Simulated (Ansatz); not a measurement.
# Phases of Cu at 260 GPa

Structure types of Cu are relaxed in primitive cells with their symmetry kept at 260 GPa, first on PAW files, then by LAPW. The enthalpy is E + pV at zero temperature, without zero-point motion. Only the types listed were tried, and differences under about 5 meV/atom are mesh noise.

Level of theory: DFT with PBE, scalar-relativistic, in Ansatz 0.2.0; Fermi–Dirac smearing of 0.1 eV, no spin polarisation. LAPW: all electrons, basis error target 0.5 meV/atom; PAW: frozen-core files, cutoff 420 eV.

k meshes: fcc 21×21×21, bcc 22×22×22, hcp 20×20×11, beta tin 21×21×21, simple hexagonal 21×21×19, sc 19×19×19.

Q: Order the types by LAPW enthalpy, lowest first.
A. fcc
B. sc
C. hcp
D. beta tin
E. bcc
F. simple hexagonal

A: A (0 meV/atom), C (12 meV/atom), E (65 meV/atom), F (1031 meV/atom), D (1204 meV/atom), B (1875 meV/atom).

```json
{"start type": "fcc", "ends as": "fcc, Fm-3m", "a, b, c (Å)": "3.057, 3.057, 3.057", "V (Å³/atom)": "7.14", "H − H(lowest), LAPW (meV/atom)": "0.0", "same, PAW": "0.0"}
{"start type": "bcc", "ends as": "bcc, Im-3m", "a, b, c (Å)": "2.428, 2.428, 2.428", "V (Å³/atom)": "7.15", "H − H(lowest), LAPW (meV/atom)": "65.4", "same, PAW": "65.0"}
{"start type": "hcp", "ends as": "hcp, P6_3/mmc", "a, b, c (Å)": "2.160, 2.160, 3.537", "V (Å³/atom)": "7.14", "H − H(lowest), LAPW (meV/atom)": "11.8", "same, PAW": "11.8"}
{"start type": "beta tin", "ends as": "beta tin, I4_1/amd", "a, b, c (Å)": "3.830, 3.830, 2.043", "V (Å³/atom)": "7.49", "H − H(lowest), LAPW (meV/atom)": "1204.1", "same, PAW": "1200.7"}
{"start type": "simple hexagonal", "ends as": "simple hexagonal, P6/mmm", "a, b, c (Å)": "2.080, 2.080, 1.989", "V (Å³/atom)": "7.45", "H − H(lowest), LAPW (meV/atom)": "1030.8", "same, PAW": "1027.4"}
{"start type": "sc", "ends as": "sc, Pm-3m", "a, b, c (Å)": "1.975, 1.975, 1.975", "V (Å³/atom)": "7.70", "H − H(lowest), LAPW (meV/atom)": "1875.1", "same, PAW": "1869.1"}
```

Q: Split the lead of fcc over hcp into energy and pV.

A: For hcp less fcc: ΔE = +11.3 meV/atom, and p·ΔV = 260 GPa × +0.0004 Å³ × 6.242 meV/(GPa·Å³) = +0.6 meV/atom, together 11.9 meV/atom. fcc wins on both counts.
